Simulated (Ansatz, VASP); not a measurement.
# GaSb in VASP and in Ansatz

```
Sb Ga
1.0
    -2.75343    2.75343    1.59071
     2.75343   -2.75343    1.59071
     2.75343    2.75343   -1.59071
Sb Ga
1 1
Direct
  0.00000 0.00000 0.00000
  0.75000 0.25000 0.50000
```

Alike in both runs: task single point; functional LDA; k mesh 10 × 10 × 10; occupations fermi-dirac, width 0.05 eV; no spin polarisation.

```csv
,VASP,Ansatz
version,VASP 6.6.1,Ansatz 0.2.0
potentials or method,"VASP PAW LDA potentials, release 64 (Sb, Ga_d), cutoff 520 eV","all-electron LAPW, scalar-relativistic"
```

```csv
,VASP,Ansatz,Ansatz less VASP
gap on the k mesh at the Fermi level (eV),none,none,-
pressure (GPa),-4.3,-4.3,-0.02
largest component of the traceless stress (GPa),0.25,0.25,-0.004
```

A gap of «none» marks a metal or a gap that the smearing closes. Ansatz ran all-electron here, so the differences hold the error of VASP's frozen core and of both bases.

The runs have no spin-orbit coupling, so splittings on Sb are missing.
